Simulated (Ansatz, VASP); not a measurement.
## BN: VASP beside Ansatz

```
CELL_PARAMETERS angstrom
2.42520 0.00000 0.00000
-1.21260 2.10029 0.00000
0.00000 0.00000 4.01673
ATOMIC_POSITIONS crystal
B 0.33333 0.66667 0.00125
B 0.66667 0.33333 0.50125
N 0.33333 0.66667 0.37475
N 0.66667 0.33333 0.87475
```

Alike in both runs: task single point; functional PBE; k mesh 12 × 12 × 7; occupations fermi-dirac, width 0.05 eV; no spin polarisation.

|  | VASP | Ansatz |
| --- | --- | --- |
| version | VASP 6.6.1 | Ansatz 0.2.0 |
| potentials or method | VASP PAW PBE potentials, release 64 (B, N), cutoff 520 eV | all-electron LAPW, scalar-relativistic |

Ansatz gave:

- gap on the k mesh at the Fermi level (eV): 4.84

Q: Estimate VASP's values.

A: gap on the k mesh at the Fermi level (eV): 4.83.

Ansatz ran all-electron here, so the differences hold the error of VASP's frozen core and of both bases.

Caveats: an odd mesh through Γ misses points on the zone boundary, where band edges often lie.
